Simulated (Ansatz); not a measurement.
# Zn: energy and pressure over a range of volumes

Aim: scale the cell of Zn up and down at fixed shape and fractional positions, and get the equilibrium volume and bulk modulus with LAPW, PAW and all-electron datasets made for the crystal.

This is Zn in the bcc structure; at room conditions it is hcp.

Computed with Ansatz 0.2.0 (DFT PBE, scalar-relativistic, unless a step's input says otherwise).

1 further run of the same task is left out (it didn't finish).

## 1. The structure to begin with

It takes space group Im-3m (No. 229, cubic). Conventional cell: a = 3.133 Å, b = 3.133 Å, c = 3.133 Å, α = 90.00°, β = 90.00°, γ = 90.00°. Around Zn (site symmetry m-3m) lie 8 Zn at 2.71 Å.

As a file:

```
CELL_PARAMETERS angstrom
-1.56639 1.56639 1.56639
1.56639 -1.56639 1.56639
1.56639 1.56639 -1.56639
ATOMIC_POSITIONS crystal
Zn 0.00000 0.00000 0.00000
```

The cell was relaxed by PAW from a hypothetical start (bcc type); it needn't be the stable phase of this composition.

## 2. Volume × 0.9405, LAPW

input.yaml

```yaml
crystal:
  lattice:
    - [-1.534689598, 1.534689598, 1.534689598]
    - [1.534689598, -1.534689598, 1.534689598]
    - [1.534689598, 1.534689598, -1.534689598]
  atoms:
    - { symbol: Zn, position: [0.0, 0.0, 0.0] }
kpoints:
  mp_grid: { grid: [17, 17, 17] }
scf:
  occupations: { method: fermi_dirac, width: 0.05 }
hamiltonian:
  xc: pbe
  pseudopotentials: { kind: all_electron, lapw: { basis_error: 0.001 } }
output:
  forces: true
  stress: true
  eigenvalues: true
```

Launch:

```bash
ansatz run input.yaml --threads 1 --pin off --max-ram 2048MiB --backend cpu --events-out ev --progress --plain --runs-dir out
```

## 3. Volume × 0.9405, PAW

input.yaml, as its differences from that of step 2:

```diff
@@ -13,3 +13,3 @@
   xc: pbe
-  pseudopotentials: { kind: all_electron, lapw: { basis_error: 0.001 } }
+  pseudopotentials: { kind: paw }
 output:
@@ -18 +18,2 @@
   eigenvalues: true
+  efg: { contact_densities: true }
```

## 4. Volume × 0.9405, crystal datasets

input.yaml, as its differences from that of step 3:

```diff
@@ -13,3 +13,3 @@
   xc: pbe
-  pseudopotentials: { kind: paw }
+  pseudopotentials: { kind: all_electron, datasets: crystal }
 output:
```

## 5. Volume × 0.97, LAPW

input.yaml

```yaml
crystal:
  lattice:
    - [-1.5505705374, 1.5505705374, 1.5505705374]
    - [1.5505705374, -1.5505705374, 1.5505705374]
    - [1.5505705374, 1.5505705374, -1.5505705374]
  atoms:
    - { symbol: Zn, position: [0.0, 0.0, 0.0] }
kpoints:
  mp_grid: { grid: [17, 17, 17] }
scf:
  occupations: { method: fermi_dirac, width: 0.05 }
hamiltonian:
  xc: pbe
  pseudopotentials: { kind: all_electron, lapw: { basis_error: 0.001 } }
output:
  forces: true
  stress: true
  eigenvalues: true
```

## 6. Volume × 0.97, PAW

input.yaml, as its differences from that of step 5:

```diff
@@ -13,3 +13,3 @@
   xc: pbe
-  pseudopotentials: { kind: all_electron, lapw: { basis_error: 0.001 } }
+  pseudopotentials: { kind: paw }
 output:
@@ -18 +18,6 @@
   eigenvalues: true
+  efg: { contact_densities: true }
+  write_density: true
+  write_potential: true
+  elf: true
+  volumetric_format: npy
```

## 7. Volume × 1.03, LAPW

input.yaml

```yaml
crystal:
  lattice:
    - [-1.5819036366, 1.5819036366, 1.5819036366]
    - [1.5819036366, -1.5819036366, 1.5819036366]
    - [1.5819036366, 1.5819036366, -1.5819036366]
  atoms:
    - { symbol: Zn, position: [0.0, 0.0, 0.0] }
kpoints:
  mp_grid: { grid: [17, 17, 17] }
scf:
  occupations: { method: fermi_dirac, width: 0.05 }
hamiltonian:
  xc: pbe
  pseudopotentials: { kind: all_electron, lapw: { basis_error: 0.001 } }
output:
  forces: true
  stress: true
  eigenvalues: true
```

## 8. Volume × 1.03, PAW

input.yaml, as its differences from that of step 7:

```diff
@@ -13,3 +13,3 @@
   xc: pbe
-  pseudopotentials: { kind: all_electron, lapw: { basis_error: 0.001 } }
+  pseudopotentials: { kind: paw }
 output:
@@ -18 +18,6 @@
   eigenvalues: true
+  efg: { contact_densities: true }
+  write_density: true
+  write_potential: true
+  elf: true
+  volumetric_format: npy
```

## 9. Volume × 1.06, LAPW

input.yaml

```yaml
crystal:
  lattice:
    - [-1.5971151817, 1.5971151817, 1.5971151817]
    - [1.5971151817, -1.5971151817, 1.5971151817]
    - [1.5971151817, 1.5971151817, -1.5971151817]
  atoms:
    - { symbol: Zn, position: [0.0, 0.0, 0.0] }
kpoints:
  mp_grid: { grid: [17, 17, 17] }
scf:
  occupations: { method: fermi_dirac, width: 0.05 }
hamiltonian:
  xc: pbe
  pseudopotentials: { kind: all_electron, lapw: { basis_error: 0.001 } }
output:
  forces: true
  stress: true
  eigenvalues: true
```

## 10. Volume × 1.06, PAW

input.yaml, as its differences from that of step 9:

```diff
@@ -13,3 +13,3 @@
   xc: pbe
-  pseudopotentials: { kind: all_electron, lapw: { basis_error: 0.001 } }
+  pseudopotentials: { kind: paw }
 output:
@@ -18 +18,2 @@
   eigenvalues: true
+  efg: { contact_densities: true }
```

## 11. Volume × 1.06, crystal datasets

input.yaml, as its differences from that of step 10:

```diff
@@ -13,3 +13,3 @@
   xc: pbe
-  pseudopotentials: { kind: paw }
+  pseudopotentials: { kind: all_electron, datasets: crystal }
 output:
```

(Steps that only read results are left out.)

Q: Predict the outcome of this session. Wanted: equilibrium volume; bulk modulus (for each run or level that gives them).

As calculated:

| quantity | value |
| --- | --- |
| equilibrium volume (LAPW) | 15.370 Å³/atom |
| bulk modulus (LAPW) | 64 GPa |
| its pressure derivative (LAPW) | 5.0 |
| equilibrium volume (PAW) | 15.368 Å³/atom |
| bulk modulus (PAW) | 64 GPa |
| its pressure derivative (PAW) | 5.1 |

By LAPW, the pressure vanishes at 15.37 Å³/atom (less than 0.1 % from the starting cell) and the bulk modulus there is 64 GPa (Birch-Murnaghan, third order). PAW's volume lies -0.01 % and its modulus +0.3 % from LAPW's. No thermal or zero-point expansion is included.
